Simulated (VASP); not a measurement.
# Sb: single point with PBE

Sb, a slab with vacuum:

```
Sb
1.0
     4.30840    0.00000    0.00000
    -2.15420    3.73118    0.00000
     0.00000    0.00000   19.50673
Sb
2
Direct
  0.33333 0.66667 0.54046
  0.00000 0.00000 0.45954
```

```
Program                : VASP 6.6.1
Task                   : single point
Functional             : PBE
Potentials or basis    : VASP PAW PBE potentials, release 64 (Sb)
Cutoff                 : 520 eV
k mesh                 : 12 × 12 × 1
Occupations            : gaussian, width 0.05 eV
Spin                   : spin-orbit coupling, no magnetisation
Dipole correction      : yes
Further INCAR settings : ALGO = Normal; EDIFF = 1e-07; NBANDS = 22
```

```yaml
Largest_force: 0.003 eV/Å
Valence_electrons_inside_the_program's_atomic_spheres: Sb 2.38
Work_function_of_the_upper_face: 4.72 eV
Work_function_of_the_lower_face: 4.72 eV
```

Forces on the atoms (eV/Å):
```
Sb   0.000  0.000  0.003
Sb   0.000  0.000 -0.003
```

Wall time 12 min on 1 thread of Intel(R) Xeon(R) Platinum 8559C (Emerald Rapids), on a shared host, peak memory 0.99 GiB.
